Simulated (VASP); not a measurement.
# TaN (Fm-3m) in VASP: elastic constants with LDA

Aim: the elastic constants of TaN with LDA.

All numbers are computed with VASP 6.6.1; they aren't measurements. Logs are shortened: lines on timing, memory, paths and dates and some standing lists are left out, and cuts for length are marked.

**1. Starting point**

Symmetry: Fm-3m, No. 225, cubic system. The conventional cell has a = 4.423 Å, b = 4.423 Å, c = 4.423 Å, α = 90.00°, β = 90.00°, γ = 90.00°. Around Ta (site symmetry m-3m) lie 6 N at 2.21 Å. Around N (site symmetry m-3m) lie 6 Ta at 2.21 Å.

The cell comes from a database or a generator and needn't be the stable form of this composition.

**2. Elastic constants, LDA**

File POSCAR:

```
TaN
1.0
    0.0000000000      2.2113230000      2.2113230000
    2.2113230000      0.0000000000      2.2113230000
    2.2113230000      2.2113230000      0.0000000000
Ta N
1 1
Direct
    0.5000000000      0.5000000000      0.5000000000
    0.0000000000      0.0000000000      0.0000000000
```

File INCAR.step1:

```
  PREC = Accurate
  ENCUT = 600
  EDIFF = 1E-8
  ISMEAR = 0
  SIGMA = 0.1
  LREAL = F
  LASPH = T
  NELM = 100
  ALGO = Normal
  ISIF = 3
  LWAVE = F
  LCHARG = F
  GGA = CA
  IBRION = 2
  NSW = 40
  EDIFFG = -0.002
```

File INCAR.step2:

```
  PREC = Accurate
  ENCUT = 600
  EDIFF = 1E-8
  ISMEAR = 0
  SIGMA = 0.1
  LREAL = F
  LASPH = T
  NELM = 100
  ALGO = Normal
  ISIF = 3
  LWAVE = F
  LCHARG = F
  GGA = CA
  IBRION = 6
  NFREE = 2
  POTIM = 0.015
  NSW = 1
```

File KPOINTS:

```
Automatic mesh
0
Gamma
  8 8 8
```

Potentials or basis: VASP PAW LDA potentials, release 64 (Ta_pv, N).

Launch:

```bash
cat potpaw_LDA.64/Ta_pv/POTCAR potpaw_LDA.64/N/POTCAR > POTCAR
cp INCAR.step1 INCAR
mpirun -np 1 vasp_std > vasp.out
cp CONTCAR POSCAR
cp INCAR.step2 INCAR
mpirun -np 1 vasp_std > vasp.out
```

OUTCAR:

```text
PREC = Accurate
   ENCUT = 600
   EDIFF = 1E-8
   ISMEAR = 0
   LREAL = F
   LASPH = T
   NELM = 100
   ISIF = 3
   GGA = CA
   IBRION = 6
   NFREE = 2
   POTIM = 0.015
   NSW = 1

 ion  position               nearest neighbor table
   1  0.500  0.500  0.500-   2 2.18   2 2.18   2 2.18   2 2.18   2 2.18   2 2.18
   2  0.000  0.000  0.000-   1 2.18   1 2.18   1 2.18   1 2.18   1 2.18   1 2.18

  LATTYP: Found a face centered cubic cell.
 ALAT       =     4.3566412464

  Lattice vectors:

 A1 = (   0.0000000000,   2.1783206232,   2.1783206232)
 A2 = (   2.1783206232,   0.0000000000,   2.1783206232)
 A3 = (   2.1783206232,   2.1783206232,   0.0000000000)

Analysis of symmetry for initial positions (statically):
=====================================================================
 Subroutine PRICEL returns:
 Original cell was already a primitive cell.

 Routine SETGRP: Setting up the symmetry group for a
 face centered cubic supercell.

 Subroutine GETGRP returns: Found 48 space group operations
 (whereof 48 operations were pure point group operations)
 out of a pool of 48 trial point group operations.

The static configuration has the point symmetry O_h .

Analysis of symmetry for dynamics (positions and initial velocities):
=====================================================================
 Subroutine PRICEL returns:
 Original cell was already a primitive cell.

 Routine SETGRP: Setting up the symmetry group for a
 face centered cubic supercell.

 Subroutine GETGRP returns: Found 48 space group operations
 (whereof 48 operations were pure point group operations)
 out of a pool of 48 trial point group operations.

The dynamic configuration has the point symmetry O_h .

 Subroutine INISYM returns: Found 48 space group operations
 (whereof 48 operations are pure point group operations),
 and found     1 'primitive' translations

----------------------------------------------------------------------------------------

                                     Primitive cell

  volume of cell :      20.6726

  direct lattice vectors                    reciprocal lattice vectors
     0.000000000  2.178320623  2.178320623    -0.229534622  0.229534622  0.229534622
     2.178320623  0.000000000  2.178320623     0.229534622 -0.229534622  0.229534622
     2.178320623  2.178320623  0.000000000     0.229534622  0.229534622 -0.229534622

  length of vectors
     3.080610569  3.080610569  3.080610569     0.397565627  0.397565627  0.397565627

  position of ions in fractional coordinates (direct lattice)
     0.500000000  0.500000000  0.500000000
     0.000000000  0.000000000  0.000000000

  ion indices of the primitive-cell ions
   primitive index   ion index
                 1           1
                 2           2

----------------------------------------------------------------------------------------

 KPOINTS: Automatic mesh

Automatic generation of k-mesh.
 Grid dimensions read from file:
 generate k-points for:    8    8    8

 Generating k-lattice:

  Cartesian coordinates                     Fractional coordinates (reciprocal lattice)
    -0.028691828  0.028691828  0.028691828     0.125000000  0.000000000  0.000000000
     0.028691828 -0.028691828  0.028691828     0.000000000  0.125000000  0.000000000
     0.028691828  0.028691828 -0.028691828     0.000000000  0.000000000  0.125000000

  Length of vectors
     0.049695703  0.049695703  0.049695703

  Shift w.r.t. Gamma in fractional coordinates (k-lattice)
[... 108 lines left out ...]
  Direction    XX          YY          ZZ          XY          YZ          ZX
  --------------------------------------------------------------------------------------
  -------------------------------------------------------------------------------------
  Total        0.0030204      0.0030204      0.0030204      0.0000000      0.0000000      0.0000000
  in kB        0.2340844      0.2340844      0.2340844      0.0000000      0.0000000      0.0000000
  external PRESSURE =       0.2340844 kB  Pullay stress =       0.0000000 kB
[... 89 lines left out ...]
  FREE ENERGIE OF THE ION-ELECTRON SYSTEM (eV)
  ---------------------------------------------------
  free  energy   TOTEN  =       -24.1142630034 eV

  energy  without entropy=      -24.1109198731  energy(sigma->0) =      -24.11259144

[... ionic steps 4 to 14 ...]

--------------------------------------- Ionic step       15  -------------------------------------------

 number of electron      16.0000000 magnetization

------------------------ aborting loop because EDIFF is reached ----------------------------------------
[... 67 lines left out ...]
--------------------------------------- Ionic step       17  -------------------------------------------

 number of electron      16.0000001 magnetization

 Free energy of the ion-electron system (eV)
  ---------------------------------------------------
  ext. energy  EPLUGINS =         0.00000000
  ---------------------------------------------------
  free energy    TOTEN  =       -24.12532755 eV

  energy without entropy =      -24.12222458  energy(sigma->0) =      -24.12377607

 E-fermi :   9.7744     XC(G=0): -13.8136

 val. band max:        9.7408663297   @ k =   0.0000   0.0000   0.0000
 cond. band min:       9.9470555009   @ k =  -0.3750   0.2500   0.1250
 fundamental gap:      0.2061891713
 Fermi energy:         9.7743872651

 k-point     1 :       0.0000    0.0000    0.0000
  band No.  band energies     occupation
      1     -25.7736      2.00000
      2     -25.7731      2.00000
      3     -25.7731      2.00000
      4      -9.1110      2.00000
      5       5.8737      2.00000
      6       5.8737      2.00000
      7       5.8755      2.00000
      8       7.5156      2.00000
      9       7.5236      2.00000
     10       7.5236      2.00000
     11       9.7333      1.43927
     12       9.7409      1.36454
[... 331 lines left out ...]
 k-point    24 :      -0.3750    0.2500    0.1250
  band No.  band energies     occupation
      1     -26.5913      2.00000
      2     -26.1127      2.00000
      3     -25.9491      2.00000
      4      -6.5028      2.00000
      5       0.4236      2.00000
      6       2.5291      2.00000
      7       2.5678      2.00000
      8       9.9471      0.01461
      9      10.4123      0.00000
     10      12.4439      0.00000
     11      15.1667      0.00000
     12      16.3067      0.00000

 [... further k-points ...]
[... 5 lines left out ...]
  --------------------------------------------------------------------------------------
  -------------------------------------------------------------------------------------
  Total        0.0188762      0.0037809      0.0037809      0.0000000      0.0000000      0.0000000
  in kB        1.4629527      0.2930278      0.2930278      0.0000000      0.0000000      0.0000000
  external PRESSURE =       0.6830028 kB  Pullay stress =       0.0000000 kB
[... 17 lines left out ...]
  FREE ENERGIE OF THE ION-ELECTRON SYSTEM (eV)
  ---------------------------------------------------
  free  energy   TOTEN  =       -24.1253275532 eV

  energy  without entropy=      -24.1222245803  energy(sigma->0) =      -24.12377607

 INTERNAL STRAIN TENSORS FROM STRAINED CELLS
 ============================================

 INTERNAL STRAIN TENSOR FOR ION    1 for displacements in x,y,z  (eV/Angst):
          X           Y           Z          XY          YZ          ZX
  --------------------------------------------------------------------------------
  x    -0.00000    -0.00000     0.00000     0.00000     0.00000     0.00000
  y     0.00000     0.00000     0.00000    -0.00000    -0.00000    -0.00000
  z     0.00000     0.00000     0.00000    -0.00000     0.00000     0.00000

 INTERNAL STRAIN TENSORS FROM DISPLACED ATOMS
 ============================================

 INTERNAL STRAIN TENSOR FOR ION    1 for displacements in x,y,z  (eV/Angst):
          X           Y           Z          XY          YZ          ZX
  --------------------------------------------------------------------------------
  x     0.00000     0.00000     0.00000     0.00000     0.00000     0.00000
  y     0.00000     0.00000     0.00000     0.00000     0.00000     0.00000
  z     0.00000     0.00000     0.00000     0.00000     0.00000     0.00000

 INTERNAL STRAIN TENSOR FOR ION    2 for displacements in x,y,z  (eV/Angst):
          X           Y           Z          XY          YZ          ZX
  --------------------------------------------------------------------------------
  x     0.00000     0.00000     0.00000     0.00000     0.00000     0.00000
  y     0.00000     0.00000     0.00000     0.00000     0.00000     0.00000
  z     0.00000     0.00000     0.00000     0.00000     0.00000     0.00000

 Eigenvectors and eigenvalues of the dynamical matrix
 ----------------------------------------------------

   1 f  =   13.424237 THz    84.346971 2PiTHz  447.784361 cm-1    55.518160 meV
             X         Y         Z           dx          dy          dz
      2.178321  2.178321  2.178321     0.000000    0.268048    0.000000
      0.000000  0.000000  0.000000     0.000000   -0.963406    0.000000
[... 21 lines left out ...]
   6 f/i=    0.000806 THz     0.005062 2PiTHz    0.026875 cm-1     0.003332 meV
             X         Y         Z           dx          dy          dz
      2.178321  2.178321  2.178321     0.000000   -0.963406    0.000000
      0.000000  0.000000  0.000000     0.000000   -0.268048    0.000000

--------------------------------------------------------------------------------------------------------

 ELASTIC MODULI CONTR FROM IONIC RELAXATION (kBar)
 Direction    XX          YY          ZZ          XY          YZ          ZX
 --------------------------------------------------------------------------------
 XX           0.0000      0.0000      0.0000      0.0000      0.0000      0.0000
 YY           0.0000      0.0000      0.0000      0.0000      0.0000      0.0000
 ZZ           0.0000      0.0000      0.0000      0.0000      0.0000      0.0000
 XY           0.0000      0.0000      0.0000      0.0000      0.0000      0.0000
 YZ           0.0000      0.0000      0.0000      0.0000      0.0000      0.0000
 ZX           0.0000      0.0000      0.0000      0.0000      0.0000      0.0000
 --------------------------------------------------------------------------------

 TOTAL ELASTIC MODULI (kBar)
 Direction    XX          YY          ZZ          XY          YZ          ZX
 --------------------------------------------------------------------------------
 XX        7926.7031   1662.8741   1662.8741     -0.0000      0.0000     -0.0000
 YY        1662.8741   7926.7031   1662.8741      0.0000     -0.0000     -0.0000
 ZZ        1662.8741   1662.8741   7926.7031      0.0000      0.0000      0.0000
 XY          -0.0000      0.0000      0.0000    718.3141     -0.0000      0.0000
 YZ           0.0000     -0.0000      0.0000     -0.0000    718.3141      0.0000
 ZX          -0.0000     -0.0000      0.0000      0.0000      0.0000    718.3141
 --------------------------------------------------------------------------------
```

It took 4.1 min on 1 thread of Intel Xeon Platinum 8488C (Sapphire Rapids), shared host; peak memory 0.22 GiB.

Results:

- Relaxed volume: 10.34 Å³/atom
- Relaxed cell: a = 3.081 Å, b = 3.081 Å, c = 3.081 Å, α = 60.00°, β = 60.00°, γ = 60.00°
- Space group after relaxing (to 0.05 Å): Fm-3m (No. 225)
- Elastic constants C11, C12, C44: 793, 166, 72 GPa
- Voigt bulk modulus: 375 GPa
- Highest phonon frequency at Γ, LO-TO splitting left out: 448 cm⁻¹

The path:
```
step  energy change (eV)  largest force (eV/Å)  pressure (GPa)  volume (Å³)
   1              0.0000                0.0000          -15.28        21.63
   2              0.2606                0.0000           51.40        18.56
   3             -0.0473                0.0000           -0.68        20.71
   4             -0.0474                0.0000           -0.09        20.68
   5             -0.0474                0.0000            0.25        20.66
   6             -0.0474                0.0000           -0.50        20.70
   7             -0.0474                0.0000            0.00        20.67
```

Final structure:
```
Ta N
1.0
     0.00000    2.17832    2.17832
     2.17832    0.00000    2.17832
     2.17832    2.17832    0.00000
Ta N
1 1
Direct
  0.50000 0.50000 0.50000
  0.00000 0.00000 0.00000
```

Phonon frequencies in cm⁻¹ (negative: imaginary):
```csv
q point,frequencies
"(0.000, 0.000, 0.000)",0 0 0 448 448 448
```

Elastic tensor in Voigt notation (GPa, in the Cartesian axes of the cell as first typed):
```
793 166 166   0   0   0
166 793 166   0   0   0
166 166 793   0   0   0
  0   0   0  72   0   0
  0   0   0   0  72   0
  0   0   0   0   0  72
```

Clamped-ion elastic tensor (GPa):
```
793 166 166   0   0   0
166 793 166   0   0   0
166 166 793   0   0   0
  0   0   0  72   0   0
  0   0   0   0  72   0
  0   0   0   0   0  72
```

Spin-orbit coupling is left out, which matters for the levels of Ta.
